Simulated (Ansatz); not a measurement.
Runs of Ansatz 0.2.0 on C. It takes space group P6_3/mmc (No. 194, hexagonal). The conventional cell has a = 2.522 Å, b = 2.522 Å, c = 8.237 Å, α = 90.00°, β = 90.00°, γ = 120.00°. C (site symmetry 3m) is surrounded by 4 C at 1.54 Å. C (site symmetry 3m) is surrounded by 4 C at 1.54 Å. This is a hexagonal form of diamond, not graphite.

```csv
task,level,spin,cell,cutoff (eV),smearing,search for lower states,basis error allowed,gap on the mesh (eV),pressure (GPa),V0 of scaled cells (Å³/atom),B0 (GPa),largest force (eV/Å)
band structure,PBEsol,off,as given,411,fermi-dirac 0.05 eV,-,0.002 eV/atom,4.28,-4.3,-,-,0.33
band structure,LDA,off,as given,413,fermi-dirac 0.05 eV,-,0.002 eV/atom,4.38,(c),-,-,0.33
relaxation of cell and atoms,PBEsol-PBE,"collinear, random start",relaxed,-,fermi-dirac 0.15 eV,off,0.001 eV/atom,4.34,0.0,-,-,-
single point,PBE,off,as given,449,fermi-dirac 0.05 eV,-,0.001 eV/atom,4.42,2.2,-,-,0.33
single point,PBEsol,off,as given,449,fermi-dirac 0.05 eV,-,0.001 eV/atom,4.28,-4.3,-,-,0.33
equation of state,PBEsol,off,as given,-,fermi-dirac 0.05 eV,-,0.001 eV/atom,-,-,5.62,451,-
equation of state,PBE,off,as given,-,fermi-dirac 0.05 eV,-,0.001 eV/atom,-,-,(b),(a),-
```

Alike in all rows: potentials or basis all-electron LAPW, scalar-relativistic; k mesh 12 × 12 × 4.

Estimate the missing entries.

(a) 434; (b) 5.70; (c) -12.4.

Caveats: the cell was scaled at fixed shape and fractional positions, which overstates the stiffness of a crystal with free parameters, most of all of layers and chains (some runs).

A k mesh can miss the band edges.

Not every run made on this cell is shown here.
